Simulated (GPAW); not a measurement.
**GaAs: single point with PBE**

Crystal: GaAs.

```
As Ga
1.0
     3.99777    0.00000    0.00000
     1.99888    3.46217    0.00000
     1.99888    1.15406    3.26417
As Ga
1 1
Direct
  0.75000 0.75000 0.75000
  0.00000 0.00000 0.00000
```

- Program: GPAW 26.7.0
- Task: single point
- Functional: PBE
- Potentials or basis: GPAW PAW data sets (gpaw-data 1.2.1)
- Cutoff: 1200 eV
- Basis: pw
- k mesh: 8 × 8 × 8
- Occupations: fermi-dirac, width 0.05 eV
- Spin: no spin polarisation

```json
{
  "Pressure": "4.3 GPa",
  "Band gap on the k mesh": "0.59 eV, direct"
}
```

Levels at points of the mesh, in eV from the valence-band top:
| k point | band 1 | band 2 | band 3 | band 4 | band 5 | band 6 | band 7 |
| --- | --- | --- | --- | --- | --- | --- | --- |
| (0.00, 0.00, 0.00) | -12.70 | 0.00 | 0.00 | 0.00 | 0.59 | 3.77 | 3.77 |
| (0.50, 0.50, 0.00) | -10.34 | -6.79 | -2.66 | -2.66 | 1.48 | 1.68 | 10.22 |
| (0.50, 0.50, 0.50) | -11.06 | -6.61 | -1.13 | -1.13 | 1.05 | 4.67 | 4.67 |

Run time: 20 s on 1 thread of AMD EPYC 7R13 Processor (Zen 3), on a shared host, peak memory 0.21 GiB.

A k mesh can miss the band edges. Expect the measured gap to be larger: semilocal functionals such as PBE lack the derivative discontinuity.
